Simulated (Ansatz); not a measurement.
# Sn, space group I4/mmm: a band structure

With Ansatz's Python interface.

The cells in order, each with its output:

In [1]:
```python
from pathlib import Path
import warnings

import ansatz as az
from ase import Atoms
import numpy as np
from pymatgen.analysis.ewald import EwaldSummation
from pymatgen.core import Structure
```

In [2]:
```python
warnings.simplefilter("ignore", az.DeckWarning)

atoms = Atoms(
    ["Sn"],
    scaled_positions=[
        [0.0, 0.0, 0.0],
    ],
    cell=[
        [-1.59075, 1.59075, 2.91565],
        [1.59075, -1.59075, 2.91565],
        [1.59075, 1.59075, -2.91565],
    ],
    pbc=True,
)
cell = az.Crystal.from_ase(atoms)
```

In [3]:
```python
# vertices of the path, as fractions of the reciprocal vectors
path = [
    ("G", (0.0, 0.0, 0.0)),
    ("X", (0.0, 0.0, 0.5)),
    ("P", (0.25, 0.25, 0.25)),
    ("N", (0.0, 0.5, 0.0)),
    ("G", (0.0, 0.0, 0.0)),
    ("M", (0.5, 0.5, -0.5)),
    ("S", (0.32442, 0.67558, -0.32442)),
]
job = (
    cell.calculation()
    .occupations("fermi_dirac")
    .functional(az.Functional.PBE)
    .kpoints(mesh=(9, 9, 9))
    .band_structure([point for _, point in path], intervals=6)
    .scf(extra_bands=10)
    .density()
    .potential()
    .electron_localization_function()
    .output_files(volumetric_format="npy")
)
result = job.run(threads=1, pin="off")
data = result.report

data["free_energy_ev"]
```
Out [3]:
```text
-6024.109330286483
```

In [4]:
```python
data["kweights"]
```
Out [4]:
```text
[0.0013717421124828531, 0.0054869684499314125, 0.0054869684499314125, 0.0054869684499314125,
 0.0054869684499314125, 0.010973936899862825, 0.02194787379972565, 0.02194787379972565,
 0.02194787379972565, 0.010973936899862825, 0.010973936899862825, 0.02194787379972565,
 0.02194787379972565, 0.02194787379972565, 0.010973936899862825, 0.010973936899862825,
 0.02194787379972565, 0.02194787379972565, 0.010973936899862825, 0.02194787379972565,
 0.010973936899862825, 0.02194787379972565, 0.02194787379972565, 0.02194787379972565,
 0.010973936899862825, 0.010973936899862825, 0.010973936899862825, 0.010973936899862825,
 0.0027434842249657062, 0.02194787379972565, 0.02194787379972565, 0.010973936899862825,
 0.010973936899862825, 0.02194787379972565, 0.02194787379972565, 0.010973936899862825,
 0.010973936899862825, 0.010973936899862825, 0.010973936899862825, 0.02194787379972565,
 0.010973936899862825, 0.02194787379972565, 0.010973936899862825, 0.010973936899862825,
 0.02194787379972565, 0.02194787379972565, 0.010973936899862825, 0.02194787379972565,
 0.02194787379972565, 0.010973936899862825, 0.0054869684499314125, 0.010973936899862825,
 0.010973936899862825, 0.010973936899862825, 0.010973936899862825, 0.0027434842249657062,
 0.010973936899862825, 0.010973936899862825, 0.010973936899862825, 0.010973936899862825,
 0.02194787379972565, 0.010973936899862825, 0.02194787379972565, 0.010973936899862825,
 0.0054869684499314125, 0.010973936899862825, 0.010973936899862825, 0.0027434842249657062,
 0.010973936899862825, 0.010973936899862825, 0.010973936899862825, 0.0054869684499314125,
 0.010973936899862825, 0.0027434842249657062, 0.0054869684499314125]
```

In [5]:
```python
data["published_state_doubts"]
```
Out [5]:
```text
[]
```

In [6]:
```python
energy = data["free_energy_ev"]
print("Sn: {:.6f} eV = {:.6f} Ry = {:.6f} Ha".format(energy, energy / 13.605693, energy / 27.211386))
print("Fermi level {:.4f} eV, {} k-points, {} symmetry operations".format(data["fermi_energy_ev"], data["n_kpoints"], data["n_symmetry_ops"]))
```
```text
Sn: -6024.109330 eV = -442.763873 Ry = -221.381937 Ha
Fermi level 9.7520 eV, 75 k-points, 16 symmetry operations
```

In [7]:
```python
folder = Path(result.write_results("fields"))
print("densities in e/A^3, potentials in eV, ELF without unit")
for name in sorted(p.name for p in folder.glob("*.npy")):
    field = np.load(folder / name)
    print(f"{name:16s} {str(field.shape):16s} min {field.min():10.4f}  mean {field.mean():10.4f}  max {field.max():10.4f}")
```
```text
densities in e/A^3, potentials in eV, ELF without unit
elf.npy          (25, 25, 25)     min     0.0010  mean     0.2845  max     0.4336
rho.npy          (25, 25, 25)     min     0.0547  mean     0.4744  max    16.5480
v_es.npy         (25, 25, 25)     min   -10.5421  mean     7.8176  max    72.3457
v_tot.npy        (25, 25, 25)     min   -27.9394  mean    -2.2886  max    25.2444
```

In [8]:
```python
final = Structure(result.lattice.cell_ang, [s.symbol for s in result.lattice.sites], [s.position_frac for s in result.lattice.sites])
# ions of the valence charge in a uniform background
ions = final.copy()
ions.add_oxidation_state_by_site([data["n_electrons"] / len(ions)] * len(ions))
print(f"Ewald sum by pymatgen {EwaldSummation(ions).total_energy:.4f} eV, by the run {data['components']['e_ewald']:.4f} eV")

bands = result.band_structure()
fermi = bands.fermi_energy_ev
for spin, channel in enumerate(bands.channels):
    levels = channel.eigenvalues_ev - fermi
    crossing = [b for b in range(levels.shape[1]) if levels[:, b].min() < 0 < levels[:, b].max()]
    print(f"channel {spin}: bands that cross the Fermi level on this path:", [b + 1 for b in crossing] or "none")
    shown = crossing or sorted(np.argsort(np.abs(levels).min(axis=0))[:2])
    for k, row in zip(bands.kpoints_frac, levels[:, shown]):
        print(f"{k[0]:7.3f} {k[1]:7.3f} {k[2]:7.3f}  ", " ".join(f"{e:8.3f}" for e in row))
```
```text
Ewald sum by pymatgen -1314.7287 eV, by the run -1314.7287 eV
channel 0: bands that cross the Fermi level on this path: [7, 8]
  0.000   0.000   0.000      5.716    7.222
  0.000   0.000   0.083      5.523    6.042
  0.000   0.000   0.167      4.207    4.852
  0.000   0.000   0.250      2.588    3.235
  0.000   0.000   0.333      1.358    1.440
  0.000   0.000   0.417     -0.730    0.592
  0.000   0.000   0.500     -2.583    0.332
  0.042   0.042   0.458     -2.551    0.238
  0.083   0.083   0.417     -2.455   -0.013
  0.125   0.125   0.375     -2.297   -0.359
  0.167   0.167   0.333     -2.080   -0.743
  0.208   0.208   0.292     -1.807   -1.127
  0.250   0.250   0.250     -1.487   -1.487
  0.208   0.292   0.208     -1.879   -0.719
  0.167   0.333   0.167     -2.598    0.804
  0.125   0.375   0.125     -3.269    2.631
  0.083   0.417   0.083     -3.783    3.009
  0.042   0.458   0.042     -4.103    2.882
  0.000   0.500   0.000     -4.211    2.820
  0.000   0.417  -0.000     -3.186    2.960
  0.000   0.333   0.000     -1.263    3.368
  0.000   0.250   0.000      0.983    4.011
 -0.000   0.167   0.000      3.370    4.837
  0.000   0.083   0.000      5.241    6.073
  0.000   0.000   0.000      5.716    7.222
  0.083   0.083  -0.083      4.527    6.866
  0.167   0.167  -0.167      2.361    6.115
  0.250   0.250  -0.250      0.158    5.350
  0.333   0.333  -0.333     -1.848    4.741
  0.417   0.417  -0.417     -3.491    4.357
  0.500   0.500  -0.500     -4.268    4.226
  0.471   0.529  -0.471     -4.211    3.509
  0.441   0.559  -0.441     -4.041    2.162
  0.412   0.588  -0.412     -3.758    0.744
  0.383   0.617  -0.383     -3.366   -0.603
  0.354   0.646  -0.354     -2.868   -1.803
  0.324   0.676  -0.324     -2.730   -2.270
```

Caveats:
- Absolute energies stand on the zero of these potentials, so only differences at equal settings mean something. A total without «per atom» is that of the cell as typed.
- The mesh is modest for a metal, so energies can be off by several to tens of meV an atom and pressures by half a GPa or more; differences at equal mesh fare better.
- Only differences from the Fermi energy are physical; the zero of the scale is a convention.
- The fields are valence quantities on the plane-wave grid; their values near the nuclei depend on the potentials.
- This isn't the structure that Sn takes at ambient conditions.
- Gaps and levels are Kohn-Sham values on a finite set of k-points, without spin-orbit coupling.
- Finished in 1.7 s on 1 thread of Intel(R) Xeon(R) 6975P-C (Granite Rapids) (shared host), peak memory 0.42 GiB.

(Lines on the test bed's own set-up are left out of the output.)
